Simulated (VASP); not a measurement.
**TiO2 (Rutile): single point with LDA**

TiO2 (Rutile):

```
Ti O
1.0
     4.59220    0.00000    0.00000
     0.00000    4.59220    0.00000
     0.00000    0.00000    2.95740
Ti O
2 4
Direct
  0.00000 0.00000 0.00000
  0.50000 0.50000 0.50000
  0.30496 0.30496 0.00000
  0.19504 0.80496 0.50000
  0.69504 0.69504 0.00000
  0.80496 0.19504 0.50000
```

```json
{
  "Program": "VASP 6.6.1",
  "Task": "single point",
  "Functional": "LDA",
  "Potentials or basis": "VASP PAW LDA potentials, release 64 (Ti_sv, O)",
  "Cutoff": "520 eV",
  "k mesh": "5 × 5 × 8",
  "Occupations": "fermi-dirac, width 0.02 eV",
  "Spin": "no spin polarisation"
}
```

```
Pressure               : -6.8 GPa
Largest force          : 0.003 eV/Å
Band gap on the k mesh : 1.78 eV, direct
```

Forces in eV/Å, atoms in the order of the input:
```
Ti   0.000  0.000  0.000
Ti   0.000  0.000  0.000
O   -0.002 -0.002  0.000
O    0.002 -0.002  0.000
O    0.002  0.002  0.000
O   -0.002  0.002  0.000
```

Stress tensor (GPa, compression positive):
```
-5.92  0.00  0.00
 0.00 -5.92  0.00
 0.00  0.00 -8.61
```

Levels at points of the mesh, in eV from the valence-band top:
```csv
k point,band 21,band 22,band 23,band 24,band 25,band 26,band 27,band 28
"(0.00, 0.00, 0.00)",-0.70,-0.45,-0.45,0.00,1.78,2.08,2.33,2.42
"(0.00, 0.00, 0.50)",-2.44,-2.44,-1.44,-1.44,2.92,2.92,3.10,3.10
```

It took 11 s on 4 MPI ranks on Intel(R) Xeon(R) Platinum 8488C (Sapphire Rapids), with other jobs on the host, peak memory 0.17 GiB a rank.

The gap isn't set beside the measured one, since this odd mesh misses points on the zone boundary.

Caveat: an odd mesh through Γ misses points on the zone boundary, where band edges often lie.
